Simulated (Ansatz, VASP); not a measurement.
One calculation of Pd, two programs

```xyz
1
Lattice="0.0000 1.9211 1.9211 1.9211 0.0000 1.9211 1.9211 1.9211 0.0000" Properties=species:S:1:pos:R:3 pbc="T T T"
Pd    0.0000    0.0000    0.0000
```

Alike in both runs: task single point; functional LDA; k mesh 14 × 14 × 14; no spin polarisation.

|  | VASP | Ansatz |
| --- | --- | --- |
| version | VASP 6.6.1 | Ansatz 0.2.0 |
| potentials or method | VASP PAW LDA potentials, release 64 (Pd) | plane waves (420 eV) with PAW, scalar-relativistic |
| plane-wave cutoff (eV) | 520 | 420 |
| occupations | methfessel-paxton of order 1, width 1 eV | cold, width 1 eV |
| valence electrons in the cell | 10 | 18 |

Ansatz gave:

```
pressure (GPa) : -2.7
```

Q: Which values does VASP return?

A: Pressure (GPa): -0.2.

The two sets of potentials don't hold the same shells in valence. Ansatz warned: «pseudo_functional_mismatch».
